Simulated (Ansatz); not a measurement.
# HgTe (I-4m2) in Ansatz: notebook

Runs on HgTe. Level: LDA. Tasks: single point, equation of state.

All numbers are computed with Ansatz 0.2.0; they aren't measurements. Logs are shortened: lines on timing, memory, paths and dates and some standing lists are left out, and cuts for length are marked.

## Step 1: The crystal as given

Symmetry: I-4m2, No. 119, tetragonal system. Conventional cell: a = 6.091 Å, b = 6.091 Å, c = 3.119 Å, α = 90.00°, β = 90.00°, γ = 90.00°. Hg (site symmetry -4m2) is surrounded by 2 Hg at 3.12 Å and 4 Te at 3.14 Å. Te (site symmetry -4m2) is surrounded by 2 Te at 3.12 Å and 4 Hg at 3.14 Å.

Measurements of this composition are mostly on another form, of space group No. 216.

## Step 2: Single point, LDA, 27.19 Å³/atom (volume scaled by 0.94)

File input.yaml:

```yaml
crystal:
  lattice:
    - [-2.9834303915, 2.9834303915, 1.5275763738]
    - [2.9834303915, -2.9834303915, 1.5275763738]
    - [2.9834303915, 2.9834303915, -1.5275763738]
  atoms:
    - { symbol: Hg, position: [0.75, 0.25, 0.5] }
    - { symbol: Te, position: [0.0, 0.0, 0.0] }
hamiltonian:
  xc: lda
  pseudopotentials: { kind: paw }
kpoints:
  mp_grid: { grid: [10, 10, 10] }
scf:
  occupations: { method: fermi_dirac, width: 0.05 }
output:
  forces: true
  stress: true
  eigenvalues: true
```

Potentials or basis: Ansatz PAW.

The run is started by

```console
$ ansatz run input.yaml --threads 2 --pin off --max-ram 5632MiB --backend cpu --events-out ev --progress --plain --runs-dir out
```

Log:

```text
Warning: RAYON_NUM_THREADS=2 ignored (pool sized by the plan → 2); use --threads N
Engine: ansatz 0.2.0, aarch64-unknown-linux-gnu
Pseudopotentials: kind: paw
Pseudopotential: Hg, paw, valence charge 20, recommended cutoff 420 eV (normal), Hg.paw.azcp
Pseudopotential: Te, paw, valence charge 16, recommended cutoff 420 eV (normal), Te.paw.azcp
Functional definition: SPW92
  exchange = slater_x
  correlation = pw_c
Crystal: 2 atoms, lattice volume = 54.387 Å³
Basis set: ecut = 420 eV, 1073 PW (Γ)
Bands: 22, of which v1, the nominal top of the filled ones, is band 18 counted from 1 (17 counted from 0)
Symmetry: 8 space group operations
Space group: I-4m2 (ITA 119), of the structure as read, at distance tolerance 3.8e-5 Å
k-points: 102 of 1000 (time reversal used)
Non-local potential: Hg, projectors of the file, l = 0: 3, l = 1: 2, l = 2: 2, l = 3: 1
Non-local potential: Te, projectors of the file, l = 0: 2, l = 1: 2, l = 2: 2, l = 3: 2
PAW form: soft (Blöchl's): semilocal exchange-correlation on the pseudo side does not see the compensation charge
PAW frozen core: Hg, regenerated for the run's functional, and the local potential with it (the file was generated under x = pbe(κ = 0.804, μ = 0.2195149727645171), c = pbe(β = 0.06672455060314922))
PAW frozen core: Te, regenerated for the run's functional, and the local potential with it (the file was generated under x = pbe(κ = 0.804, μ = 0.2195149727645171), c = pbe(β = 0.06672455060314922))
PAW one-centre angular grid: Hg, 590 points (default); XC on 64 Gauss nodes
PAW one-centre angular grid: Te, 590 points (default); XC on 64 Gauss nodes
Initial density: superposition of atomic densities (neutral atoms: chi_scale 0, normalization atom), corrected by the library's trained network
Initial wavefunctions: pseudopotential atomic-orbital guess
Functional: x = slater, c = lda
SCF iter   1: F=—  HF=-20349.608327 eV  |F-HF|=—  |Δ(HF+E_count)|=         —  Δρ=5.54e-3  dr2=1.39e-2  ethr=1.77e-3  ⟨swp⟩=6.1  Hψ=10357  notcnv=0
preconditioner: auto → Kerker (q_TF=auto, 2.547 Å⁻¹)  [metal: Δε(μ)=0.006 eV  Ē_g=10.320 eV  σ=0.050 eV  W_gap=0.03  n_scr=16 (ndim 8)  ℏωp=21.4 eV  f_vac=0.000  D(μ)=1.25/eV (n_scr^D=4)]
SCF iter   2: F=—  HF=-20349.604699 eV  |F-HF|=—  |Δ(HF+E_count)|=   3.63e-3  Δρ=2.87e-3  dr2=3.85e-3  ethr=3.86e-5  ⟨swp⟩=2.0  Hψ=3842  notcnv=0
SCF iter   3: F=—  HF=-20349.603582 eV  |F-HF|=—  |Δ(HF+E_count)|=   1.12e-3  Δρ=5.04e-4  dr2=1.21e-4  ethr=1.07e-5  ⟨swp⟩=2.5  Hψ=3509  notcnv=0
SCF iter   4: F=—  HF=-20349.603569 eV  |F-HF|=—  |Δ(HF+E_count)|=   1.34e-5  Δρ=1.24e-4  dr2=9.77e-6  ethr=3.37e-7  ⟨swp⟩=1.9  Hψ=2830  notcnv=0
SCF iter   5: F=—  HF=-20349.603571 eV  |F-HF|=—  |Δ(HF+E_count)|=   2.45e-6  Δρ=3.09e-5  dr2=4.29e-7  ethr=2.71e-8  ⟨swp⟩=2.4  Hψ=3243  notcnv=0
SCF iter   6: F=-20349.603571 eV  HF=-20349.603571 eV  |F-HF|=1.19e-8  |Δ(HF+E_count)|=   1.65e-8  Δρ=7.59e-6  dr2=3.10e-8  ethr=2.78e-10  ⟨swp⟩=6.6  Hψ=9953  notcnv=0
SCF 1 converged in 6 iterations: F = -20349.603571 eV  dr2 = 3.10e-8
SCF converged after 6 iterations
Free energy (F): -20349.603571 eV
Harris-Foulkes:  -20349.603571 eV  (|F-HF|=1.19e-8)
Internal energy: -20349.592848 eV  (E = F + TS)
E sigma→0 (E₀):  -20349.598209 eV
Entropy (-TS):   -0.010723 eV (-5.362 meV/atom)
Fermi energy:    11.730806 eV
--- Per-component energies (eV) ---
  E_band       = -664.180600
  E_kinetic    = 785.846141
  E_local      = -3861.037998  (includes V_loc(G=0)·N_el)
  E_nonlocal   = -224.395549
  E_hartree    = 1916.194701
  E_xc         = -342.834935
  E_vxc        = -366.861115  (∫ρ·V_xc dr)
  E_paw        = -14165.080511  (= ΣΔE_a)
  E_vpaw       = -830.119679  (= ΣTr[D̂ρ^β])
  E_aug_tail   = 0.000616  (compensation charges beyond the density's cutoff)
  E_ewald      = -4459.540067
  E_core_change = 1.254754  (= ΣΔE_core)
  E_smearing   = -0.010723  (= −TS)
  E_closure    = 0.000000  (closes the sum)
  Σ components = -20349.603571   (vs F -20349.603571, Δ=0.00e0)
--- Forces (eV/Å), atoms counted from 1 ---
  atom   1  Hg    -0.00000000    -0.00000000     0.00000000
  atom   2  Te     0.00000000     0.00000000    -0.00000000
  max |Σ_I F_I| component: 1.38e-17 eV/Å
--- Stress (GPa, compression-positive) ---
       -4.141691       0.000000       0.000000
        0.000000      -4.141691       0.000000
        0.000000       0.000000       1.014772
  P = ⅓ Tr σ = -2.4229 GPa (-24.229 kbar)
--- Band table (eV; the first three rows and the last of 102) ---
  k-point 0: bands = ["-103.2357", "-51.5294", "-51.5193", "-51.5193", "-25.2576", "-25.1749", "-25.1749", "-25.1447", "-25.1445", "-1.1415", "4.0513", "4.8364", "4.9379", "5.4444", "5.4444", "8.1905", "9.1229", "9.1229", "15.5111", "16.3575", "18.7414", "18.7414"]
  k-point 1: bands = ["-103.2357", "-51.5294", "-51.5194", "-51.5193", "-25.2576", "-25.1749", "-25.1749", "-25.1447", "-25.1444", "-1.0937", "4.0480", "4.8390", "4.8949", "5.4427", "5.4522", "7.4416", "9.2567", "9.8878", "15.4740", "16.4297", "18.1821", "18.3872"]
  k-point 2: bands = ["-103.2357", "-51.5294", "-51.5194", "-51.5193", "-25.2575", "-25.1749", "-25.1748", "-25.1447", "-25.1441", "-0.9609", "4.0368", "4.7914", "4.8246", "5.4380", "5.4699", "6.5004", "9.6254", "10.9008", "15.3762", "16.2038", "17.0945", "18.2695"]
  k-point 101: bands = ["-103.2357", "-51.5295", "-51.5195", "-51.5195", "-25.2574", "-25.1746", "-25.1746", "-25.1453", "-25.1426", "-0.4356", "4.0017", "5.1907", "5.4782", "5.4782", "5.5266", "7.0736", "7.0736", "7.0827", "15.1340", "19.2675", "20.0516", "20.0516"]
```

Run time: 4.8 s. Hardware: 2 threads of Arm Neoverse V2, shared host; peak memory 0.4 GiB.

What came out:

| Quantity | Value |
| --- | --- |
| Free energy | -20349.6036 eV |
| Pressure | -2.4 GPa |
| Band gap on the k mesh | none (metal or under the smearing width) |

Caveat: the PAW data sets come from PBE, with cores solved anew for the run's functional, which leaves a small shift of forces and pressure.

## Step 3: Single point, LDA, 27.77 Å³/atom (volume scaled by 0.96)

input.yaml: that of step 2 with these lines changed.

```diff
@@ -2,5 +2,5 @@
   lattice:
-    - [-2.9834303915, 2.9834303915, 1.5275763738]
-    - [2.9834303915, -2.9834303915, 1.5275763738]
-    - [2.9834303915, 2.9834303915, -1.5275763738]
+    - [-3.0044411569, 3.0044411569, 1.5383343083]
+    - [3.0044411569, -3.0044411569, 1.5383343083]
+    - [3.0044411569, 3.0044411569, -1.5383343083]
   atoms:
```

Potentials or basis: Ansatz PAW.

The run is started by

```console
$ ansatz run input.yaml --threads 2 --pin off --max-ram 5632MiB --backend cpu --events-out ev --progress --plain --runs-dir out
```

It took 4.7 s on 2 threads of Arm Neoverse V2, shared host; peak memory 0.41 GiB.

Results (log left out):

| Property | Result |
| --- | --- |
| Free energy | -20349.5826 eV |
| Pressure | -3.4 GPa |
| Band gap on the k mesh | none (metal or under the smearing width) |

Caveat: the PAW data sets come from PBE, with cores solved anew for the run's functional, which leaves a small shift of forces and pressure.

## Step 4: Single point, LDA, 28.35 Å³/atom (volume scaled by 0.98)

File input.yaml:

```yaml
crystal:
  lattice:
    - [-3.0251620955, 3.0251620955, 1.5489438457]
    - [3.0251620955, -3.0251620955, 1.5489438457]
    - [3.0251620955, 3.0251620955, -1.5489438457]
  atoms:
    - { symbol: Hg, position: [0.75, 0.25, 0.5] }
    - { symbol: Te, position: [0.0, 0.0, 0.0] }
hamiltonian:
  xc: lda
  pseudopotentials: { kind: paw }
kpoints:
  mp_grid: { grid: [10, 10, 10] }
scf:
  occupations: { method: fermi_dirac, width: 0.05 }
output:
  forces: true
  stress: true
  eigenvalues: true
  write_density: true
  write_potential: true
  elf: true
  volumetric_format: npy
```

The run is started by

```console
$ ansatz run input.yaml --threads 2 --pin off --max-ram 5632MiB --backend cpu --events-out ev --progress --plain --runs-dir out
```

It took 7.1 s on 2 threads of Arm Neoverse V2, shared host; peak memory 0.42 GiB.

It converged, with:

| Property | Result |
| --- | --- |
| Free energy | -20349.5554 eV |
| Pressure | -4.2 GPa |
| Band gap on the k mesh | none (metal or under the smearing width) |

Caveat: the PAW data sets come from PBE, with cores solved anew for the run's functional, which leaves a small shift of forces and pressure.

## Step 5: Single point, LDA, 28.93 Å³/atom

File input.yaml:

```yaml
crystal:
  lattice:
    - [-3.045603, 3.045603, 1.55941]
    - [3.045603, -3.045603, 1.55941]
    - [3.045603, 3.045603, -1.55941]
  atoms:
    - { symbol: Hg, position: [0.75, 0.25, 0.5] }
    - { symbol: Te, position: [0.0, 0.0, 0.0] }
hamiltonian:
  xc: lda
  pseudopotentials: { kind: paw }
kpoints:
  mp_grid: { grid: [10, 10, 10] }
scf:
  occupations: { method: fermi_dirac, width: 0.05 }
output:
  forces: true
  stress: true
  eigenvalues: true
```

The run is started by

```console
$ ansatz run input.yaml --threads 2 --pin off --max-ram 5632MiB --backend cpu --events-out ev --progress --plain --runs-dir out
```

Run time: 7.7 s. Hardware: 2 threads of Arm Neoverse V2, shared host; peak memory 0.41 GiB.

It converged, with:

- Free energy: -20349.5227 eV
- Pressure: -4.9 GPa
- Band gap on the k mesh: none (metal or under the smearing width)

Caveat: the PAW data sets come from PBE, with cores solved anew for the run's functional, which leaves a small shift of forces and pressure.

## Step 6: Single point, LDA, 29.51 Å³/atom (volume scaled by 1.02)

input.yaml: that of step 5 with these lines changed.

```diff
@@ -2,5 +2,5 @@
   lattice:
-    - [-3.045603, 3.045603, 1.55941]
-    - [3.045603, -3.045603, 1.55941]
-    - [3.045603, 3.045603, -1.55941]
+    - [-3.0657731441, 3.0657731441, 1.5697375195]
+    - [3.0657731441, -3.0657731441, 1.5697375195]
+    - [3.0657731441, 3.0657731441, -1.5697375195]
   atoms:
```

Potentials or basis: Ansatz PAW.

The run is started by

```console
$ ansatz run input.yaml --threads 2 --pin off --max-ram 5632MiB --backend cpu --events-out ev --progress --plain --runs-dir out
```

Run time: 6 s. Hardware: 2 threads of Arm Neoverse V2, shared host; peak memory 0.41 GiB.

It converged, with:

| Quantity | Value |
| --- | --- |
| Free energy | -20349.4853 eV |
| Pressure | -5.5 GPa |
| Band gap on the k mesh | none (metal or under the smearing width) |

Caveat: the PAW data sets come from PBE, with cores solved anew for the run's functional, which leaves a small shift of forces and pressure.

## Step 7: Single point, LDA, 30.09 Å³/atom (volume scaled by 1.04)

File input.yaml:

```yaml
crystal:
  lattice:
    - [-3.0856813198, 3.0856813198, 1.5799309059]
    - [3.0856813198, -3.0856813198, 1.5799309059]
    - [3.0856813198, 3.0856813198, -1.5799309059]
  atoms:
    - { symbol: Hg, position: [0.75, 0.25, 0.5] }
    - { symbol: Te, position: [0.0, 0.0, 0.0] }
hamiltonian:
  xc: lda
  pseudopotentials: { kind: paw }
kpoints:
  mp_grid: { grid: [10, 10, 10] }
scf:
  occupations: { method: fermi_dirac, width: 0.05 }
output:
  forces: true
  stress: true
  eigenvalues: true
  write_density: true
  write_potential: true
  elf: true
  volumetric_format: npy
```

The run is started by

```console
$ ansatz run input.yaml --threads 2 --pin off --max-ram 5632MiB --backend cpu --events-out ev --progress --plain --runs-dir out
```

Run time: 7.8 s. Hardware: 2 threads of Arm Neoverse V2, shared host; peak memory 0.42 GiB.

Results (log left out):

```
Free energy            : -20349.4437 eV
Pressure               : -6.0 GPa
Band gap on the k mesh : none (metal or under the smearing width)
```

Caveat: the PAW data sets come from PBE, with cores solved anew for the run's functional, which leaves a small shift of forces and pressure.

## Step 8: Single point, LDA, 30.66 Å³/atom (volume scaled by 1.06)

File input.yaml:

```yaml
crystal:
  lattice:
    - [-3.1053358708, 3.1053358708, 1.5899944314]
    - [3.1053358708, -3.1053358708, 1.5899944314]
    - [3.1053358708, 3.1053358708, -1.5899944314]
  atoms:
    - { symbol: Hg, position: [0.75, 0.25, 0.5] }
    - { symbol: Te, position: [0.0, 0.0, 0.0] }
hamiltonian:
  xc: lda
  pseudopotentials: { kind: paw }
kpoints:
  mp_grid: { grid: [10, 10, 10] }
scf:
  occupations: { method: fermi_dirac, width: 0.05 }
output:
  forces: true
  stress: true
  eigenvalues: true
```

The run is started by

```console
$ ansatz run input.yaml --threads 2 --pin off --max-ram 5632MiB --backend cpu --events-out ev --progress --plain --runs-dir out
```

Run time: 5.6 s. Hardware: 2 threads of Arm Neoverse V2, shared host; peak memory 0.42 GiB.

Results (log left out):

```yaml
Free_energy: -20349.3987 eV
Pressure: -6.5 GPa
Band_gap_on_the_k_mesh: none (metal or under the smearing width)
```

Caveat: the PAW data sets come from PBE, with cores solved anew for the run's functional, which leaves a small shift of forces and pressure.

## Step 9: Equation of state, LDA

Potentials or basis: Ansatz PAW.

This step only gathers the single runs of the series.

Results:

```yaml
Equilibrium_volume: "25.99 Å³/atom (rough: see the caveat)"
Bulk_modulus_at_fixed_shape_and_positions: 60 GPa (rough)
```

Energy against volume, from the lowest point:
| volume (Å³/atom) | energy (meV/atom) |
| --- | --- |
| 27.193 | 0.00 |
| 27.772 | 10.47 |
| 28.351 | 24.09 |
| 28.929 | 40.44 |
| 29.508 | 59.16 |
| 30.086 | 79.91 |
| 30.665 | 102.42 |

Caveat: the minimum lies outside the volumes run; the cell was scaled at fixed shape and fractional positions, which overstates the stiffness of a crystal with free parameters, most of all of layers and chains.
